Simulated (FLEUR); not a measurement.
A run of FLEUR MaX-R8.1 (later development tree) is set up as follows.

inp.xml

```xml
<?xml version="1.0" encoding="UTF-8" standalone="no"?>
<fleurInput fleurInputVersion="0.39">
   <comment>
      SnO                                                                                                 
   </comment>
   <calculationSetup>
      <cutoffs Kmax="4.8" Gmax="14.9" GmaxXC="14.9" numbands="0"/>
      <scfLoop itmax="60" minDistance="0.00001" maxIterBroyd="15" imix="Anderson" alpha="0.05" precondParam="0.0" spinf="2.0" sdNocoIR="T"/>
      <coreElectrons ctail="T" frcor="F" kcrel="0" coretail_lmax="0"/>
      <xcFunctional name="pbe" relativisticCorrections="F"/>
      <magnetism jspins="1"/>
      <soc l_soc="F" theta="0.0" phi="0.0" spav="F"/>
      <expertModes spex="0" secvar="F"/>
      <geometryOptimization l_f="F" forcealpha="1.0" forcemix="BFGS" epsdisp="0.00001" epsforce="0.00001"/>
      <ldaU l_linMix="F" mixParam="0.05" spinf="1.0"/>
   </calculationSetup>
   <cell>
      <bzIntegration valenceElectrons="56.0" mode="hist" fermiSmearingEnergy="0.00183747">
         <kPointListSelection listName="default-1"/>
         <!-- k-points included here -->
         <xi:include xmlns:xi="http://www.w3.org/2001/XInclude" href="kpts.xml"> </xi:include>
      </bzIntegration>
      <!-- symmetry operations included here -->
      <xi:include xmlns:xi="http://www.w3.org/2001/XInclude" href="sym.xml"> </xi:include>
      <bulkLattice scale="1.0">
         <bravaisMatrix>
            <row-1>    6.8268101379235997     0.0000000000000000     0.0000000000000000</row-1>
            <row-2>    0.0000000000000000     6.8268101379235997     0.0000000000000000</row-2>
            <row-3>    0.0000000000000000     0.0000000000000000     8.7479537129678526</row-3>
         </bravaisMatrix>
      </bulkLattice>
   </cell>
   <atomSpecies>
      <species name="Tin (Sn)" element="Sn" atomicNumber="50">
         <mtSphere radius="2.08" gridPoints="707" logIncrement="0.018"/>
         <atomicCutoffs lmax="9" lnonsphr="9"/>
         <electronConfig flipSpins="F">
            <coreConfig>(1s1/2) (2s1/2) (2p1/2) (2p3/2) (3s1/2) (3p1/2) (3p3/2) (3d3/2) (3d5/2)</coreConfig>
            <valenceConfig>(4s1/2) (4p1/2) (4p3/2) (5s1/2) (4d3/2) (4d5/2) (5p1/2) (5p3/2)</valenceConfig>
            <stateOccupation state="(5p1/2)" spinUp="0.333333" spinDown="0.333333"/>
            <stateOccupation state="(5p3/2)" spinUp="0.666667" spinDown="0.666667"/>
         </electronConfig>
         <energyParameters s="5" p="5" d="4" f="4"/>
         <lo type="SCLO" l="0" n="4" eDeriv="0"/>
         <lo type="SCLO" l="1" n="4" eDeriv="0"/>
         <lo type="SCLO" l="1" n="4" eDeriv="1"/>
         <lo type="SCLO" l="2" n="4" eDeriv="2"/>
         <lo type="SCLO" l="3" n="4" eDeriv="2"/>
      </species>
      <species name="Oxygen (O)" element="O" atomicNumber="8">
         <mtSphere radius="1.5" gridPoints="513" logIncrement="0.021"/>
         <atomicCutoffs lmax="8" lnonsphr="8"/>
         <electronConfig flipSpins="F">
            <coreConfig>(1s1/2)</coreConfig>
            <valenceConfig>(2s1/2) (2p1/2) (2p3/2)</valenceConfig>
            <stateOccupation state="(2p1/2)" spinUp="0.666667" spinDown="0.666667"/>
            <stateOccupation state="(2p3/2)" spinUp="1.333333" spinDown="1.333333"/>
         </electronConfig>
         <energyParameters s="2" p="2" d="3" f="4"/>
         <lo type="SCLO" l="0" n="2" eDeriv="2"/>
         <lo type="SCLO" l="1" n="2" eDeriv="2"/>
         <lo type="SCLO" l="2" n="3" eDeriv="2"/>
      </species>
   </atomSpecies>
   <atomGroups>
      <atomGroup species="Tin (Sn)">
         <relPos label="                   1">1.000/4.000 -1.000/4.000 -.2353738600</relPos>
         <relPos label="                   2">-1.000/4.000 1.000/4.000 .2353738600</relPos>
         <force calculate="T" relaxXYZ="TTT"/>
      </atomGroup>
      <atomGroup species="Oxygen (O)">
         <relPos label="                   3">-1.000/4.000 -1.000/4.000 .0000000000</relPos>
         <relPos label="                   4">1.000/4.000 1.000/4.000 .0000000000</relPos>
         <force calculate="T" relaxXYZ="TTT"/>
      </atomGroup>
   </atomGroups>
   <output dos="F" band="F" slice="F">
      <checks vchk="F" cdinf="F"/>
      <bandDOS minEnergy="-.5*Htr" maxEnergy="0.5*Htr" sigma="0.015" storeEVData="T"/>
      <vacuumDOS vacdos="F" integ="F" star="F" nstars="0" locx1="0.0" locy1="0.0" locx2="0.0" locy2="0.0" nstm="0" tworkf="0.0"/>
      <unfoldingBand unfoldBand="F" supercellX="1" supercellY="1" supercellZ="1"/>
      <plotting iplot="0" polar="F">
         <plot TwoD="T" vec1="  1.0  0.0  0.0" vec2="  0.0  1.0  0.0" vec3="  0.0  0.0  1.0" zero="  0.0  0.0  0.0" file="plot"/>
      </plotting>
      <chargeDensitySlicing numkpt="0" minEigenval="0.0" maxEigenval="0.0" nnne="0" pallst="F"/>
      <specialOutput eonly="F"/>
      <moessbauerParams electricFieldGradient="T" isomerShift="T" coreHyperfine="T" valenceHyperfine="T"/>
      <magneticCircularDichroism mcd="F" energyLo="-10.0" energyUp="0.0"/>
   </output>
  <!-- We include the file relax.xml here to enable relaxations (see documentation) -->
  <xi:include xmlns:xi="http://www.w3.org/2001/XInclude" href="relax.xml"> <xi:fallback/> </xi:include>
</fleurInput>
```

crystal.txt

```
SnO
&input cartesian=F /
3.6125923482  0.0000000000  0.0000000000
0.0000000000  3.6125923482  0.0000000000
0.0000000000  0.0000000000  4.6292177470
1.8897261246
1.0 1.0 1.0

4
50 0.5000000000  0.0000000000  0.7646261400
50 0.0000000000  0.5000000000  0.2353738600
8 0.0000000000  0.0000000000  0.0000000000
8 0.5000000000  0.5000000000  0.0000000000

&kpt div1=7 div2=7 div3=6 gamma=T /
```

Contents of inp.xml (bands):

```
<?xml version="1.0" encoding="UTF-8" standalone="no"?>
<fleurInput fleurInputVersion="0.39">
   <comment>
      SnO                                                                                                 
   </comment>
   <calculationSetup>
      <cutoffs Kmax="4.8" Gmax="14.9" GmaxXC="14.9" numbands="0"/>
      <scfLoop itmax="60" minDistance="0.00001" maxIterBroyd="15" imix="Anderson" alpha="0.05" precondParam="0.0" spinf="2.0" sdNocoIR="T"/>
      <coreElectrons ctail="T" frcor="F" kcrel="0" coretail_lmax="0"/>
      <xcFunctional name="pbe" relativisticCorrections="F"/>
      <magnetism jspins="1"/>
      <soc l_soc="F" theta="0.0" phi="0.0" spav="F"/>
      <expertModes spex="0" secvar="F"/>
      <geometryOptimization l_f="F" forcealpha="1.0" forcemix="BFGS" epsdisp="0.00001" epsforce="0.00001"/>
      <ldaU l_linMix="F" mixParam="0.05" spinf="1.0"/>
   </calculationSetup>
   <cell>
      <bzIntegration valenceElectrons="56.0" mode="hist" fermiSmearingEnergy="0.00183747">
         <kPointListSelection listName="path-1"/>
         <!-- k-points included here -->
         <xi:include xmlns:xi="http://www.w3.org/2001/XInclude" href="kpts.xml"> </xi:include>
      </bzIntegration>
      <!-- symmetry operations included here -->
      <xi:include xmlns:xi="http://www.w3.org/2001/XInclude" href="sym.xml"> </xi:include>
      <bulkLattice scale="1.0">
         <bravaisMatrix>
            <row-1>    6.8268101379235997     0.0000000000000000     0.0000000000000000</row-1>
            <row-2>    0.0000000000000000     6.8268101379235997     0.0000000000000000</row-2>
            <row-3>    0.0000000000000000     0.0000000000000000     8.7479537129678526</row-3>
         </bravaisMatrix>
      </bulkLattice>
   </cell>
   <atomSpecies>
      <species name="Tin (Sn)" element="Sn" atomicNumber="50">
         <mtSphere radius="2.08" gridPoints="707" logIncrement="0.018"/>
         <atomicCutoffs lmax="9" lnonsphr="9"/>
         <electronConfig flipSpins="F">
            <coreConfig>(1s1/2) (2s1/2) (2p1/2) (2p3/2) (3s1/2) (3p1/2) (3p3/2) (3d3/2) (3d5/2)</coreConfig>
            <valenceConfig>(4s1/2) (4p1/2) (4p3/2) (5s1/2) (4d3/2) (4d5/2) (5p1/2) (5p3/2)</valenceConfig>
            <stateOccupation state="(5p1/2)" spinUp="0.333333" spinDown="0.333333"/>
            <stateOccupation state="(5p3/2)" spinUp="0.666667" spinDown="0.666667"/>
         </electronConfig>
         <energyParameters s="5" p="5" d="4" f="4"/>
         <lo type="SCLO" l="0" n="4" eDeriv="0"/>
         <lo type="SCLO" l="1" n="4" eDeriv="0"/>
         <lo type="SCLO" l="1" n="4" eDeriv="1"/>
         <lo type="SCLO" l="2" n="4" eDeriv="2"/>
         <lo type="SCLO" l="3" n="4" eDeriv="2"/>
      </species>
      <species name="Oxygen (O)" element="O" atomicNumber="8">
         <mtSphere radius="1.5" gridPoints="513" logIncrement="0.021"/>
         <atomicCutoffs lmax="8" lnonsphr="8"/>
         <electronConfig flipSpins="F">
            <coreConfig>(1s1/2)</coreConfig>
            <valenceConfig>(2s1/2) (2p1/2) (2p3/2)</valenceConfig>
            <stateOccupation state="(2p1/2)" spinUp="0.666667" spinDown="0.666667"/>
            <stateOccupation state="(2p3/2)" spinUp="1.333333" spinDown="1.333333"/>
         </electronConfig>
         <energyParameters s="2" p="2" d="3" f="4"/>
         <lo type="SCLO" l="0" n="2" eDeriv="2"/>
         <lo type="SCLO" l="1" n="2" eDeriv="2"/>
         <lo type="SCLO" l="2" n="3" eDeriv="2"/>
      </species>
   </atomSpecies>
   <atomGroups>
      <atomGroup species="Tin (Sn)">
         <relPos label="                   1">1.000/4.000 -1.000/4.000 -.2353738600</relPos>
         <relPos label="                   2">-1.000/4.000 1.000/4.000 .2353738600</relPos>
         <force calculate="T" relaxXYZ="TTT"/>
      </atomGroup>
      <atomGroup species="Oxygen (O)">
         <relPos label="                   3">-1.000/4.000 -1.000/4.000 .0000000000</relPos>
         <relPos label="                   4">1.000/4.000 1.000/4.000 .0000000000</relPos>
         <force calculate="T" relaxXYZ="TTT"/>
      </atomGroup>
   </atomGroups>
   <output dos="F" band="T" slice="F">
      <checks vchk="F" cdinf="F"/>
      <bandDOS minEnergy="-.5*Htr" maxEnergy="0.5*Htr" sigma="0.015" storeEVData="T"/>
      <vacuumDOS vacdos="F" integ="F" star="F" nstars="0" locx1="0.0" locy1="0.0" locx2="0.0" locy2="0.0" nstm="0" tworkf="0.0"/>
      <unfoldingBand unfoldBand="F" supercellX="1" supercellY="1" supercellZ="1"/>
      <plotting iplot="0" polar="F">
         <plot TwoD="T" vec1="  1.0  0.0  0.0" vec2="  0.0  1.0  0.0" vec3="  0.0  0.0  1.0" zero="  0.0  0.0  0.0" file="plot"/>
      </plotting>
      <chargeDensitySlicing numkpt="0" minEigenval="0.0" maxEigenval="0.0" nnne="0" pallst="F"/>
      <specialOutput eonly="F"/>
      <moessbauerParams electricFieldGradient="T" isomerShift="T" coreHyperfine="T" valenceHyperfine="T"/>
      <magneticCircularDichroism mcd="F" energyLo="-10.0" energyUp="0.0"/>
   </output>
  <!-- We include the file relax.xml here to enable relaxations (see documentation) -->
  <xi:include xmlns:xi="http://www.w3.org/2001/XInclude" href="relax.xml"> <xi:fallback/> </xi:include>
</fleurInput>
```

Potentials or basis: all-electron, FLAPW.

Launch:

```bash
$ inpgen -f crystal.txt -profile fastHighL
$ # inp.xml edited to the form shown
$ fleur_MPI
$ fleur_MPI   # second run, on inp.xml (bands)
```

Question: Estimate the band gap along the path.

Answer: None (metal or under the smearing width).

Core levels (eV from the Fermi level):
| atom | levels |
| --- | --- |
| 1 Sn | 1s1/2 -28991.8, 2s1/2 -4372.2, 2p1/2 -4083.7, 2p3/2 -3853.0, 3s1/2 -840.7, 3p1/2 -723.5, 3p3/2 -681.4, 3d3/2 -474.3, 3d5/2 -465.6 |
| 2 Sn | 1s1/2 -28991.8, 2s1/2 -4372.2, 2p1/2 -4083.7, 2p3/2 -3853.0, 3s1/2 -840.7, 3p1/2 -723.5, 3p3/2 -681.4, 3d3/2 -474.3, 3d5/2 -465.6 |
| 3 O | 1s1/2 -507.4 |
| 4 O | 1s1/2 -507.4 |

Caveat: spin-orbit coupling is left out, which moves the levels of the heavy elements.
